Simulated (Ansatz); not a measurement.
SnO at a changed volume — 17O NMR of the central transition

Cell: a COD entry, relaxed with PBE at fixed cell and then changed (volume scaled by 0.94, ions relaxed).

```cif
data_SnO
_symmetry_space_group_name_H-M 'Cmme'
_symmetry_Int_Tables_number 67
_cell_length_a 4.8979
_cell_length_b 5.6032
_cell_length_c 5.4465
_cell_angle_alpha 90.000
_cell_angle_beta 90.000
_cell_angle_gamma 90.000
loop_
_atom_site_label
_atom_site_type_symbol
_atom_site_symmetry_multiplicity
_atom_site_Wyckoff_symbol
_atom_site_fract_x
_atom_site_fract_y
_atom_site_fract_z
Sn Sn 4 g 0.0000 0.7500 0.2230
O O 4 a 0.7500 0.5000 0.0000
```

One atom of each set is listed; the run and its k-mesh use a cell of 8 atoms with edges of 3.72, 3.72, 10.89 Å.

Computed with Ansatz: DFT, PBE, plane waves and PAW, scalar-relativistic, 420 eV cutoff, Γ-centred 8×8×3 k-points, Fermi–Dirac smearing 0.02 eV.

17O has I = 5/2 and Q = -25.58 mb (Pyykkö 2018); at 35.2 T its Larmor frequency is ν₀ = 203.3 MHz. Only the quadrupole interaction is simulated: positions count from each site's isotropic chemical shift, and J coupling is left out, as are shift anisotropy and dipolar coupling, which fast spinning averages.

**Question.** Simulate the second-order pattern (fast magic-angle spinning, Gaussian broadening 0.02 kHz) of site O (4 Sn at 2.22 Å).

**Answer.** The calculation gives C_Q = 3.49 MHz and η = 0.10, so ν_Q = 0.524 MHz and the centre of gravity lies at -1.78 ppm (-0.362 kHz).

offset (kHz), height and a bar:
```
  -0.9408          0 
  -0.9123          1 
  -0.8838          6 ##
  -0.8552          6 ##
  -0.8267          6 ##
  -0.7981          6 ##
  -0.7696          7 ##
  -0.7411          7 ##
  -0.7125          7 ##
  -0.6840          7 ##
  -0.6555          7 ##
  -0.6269          8 ##
  -0.5984         17 #####
  -0.5698         63 ###################
  -0.5413         89 ###########################
  -0.5128         63 ###################
  -0.4842         52 ################
  -0.4557         47 ##############
  -0.4272         45 #############
  -0.3986         44 #############
  -0.3701         43 #############
  -0.3416         44 #############
  -0.3130         45 #############
  -0.2845         47 ##############
  -0.2559         50 ###############
  -0.2274         56 #################
  -0.1989         66 ####################
  -0.1703         94 ############################
  -0.1418        100 ##############################
  -0.1133         56 #################
  -0.0847          3 #
  -0.0562          0
```

Without spin–orbit coupling (the program notes it for Sn) the gradients can shift somewhat, as the gap is small. With a gap of 0.2 eV on this mesh, the gradients can still move by some per cent as the k-mesh gets denser. At this changed cell the PBE pressure is 5 GPa. The database positions were far from equilibrium, so the relaxed structure may not be the compound's real one.
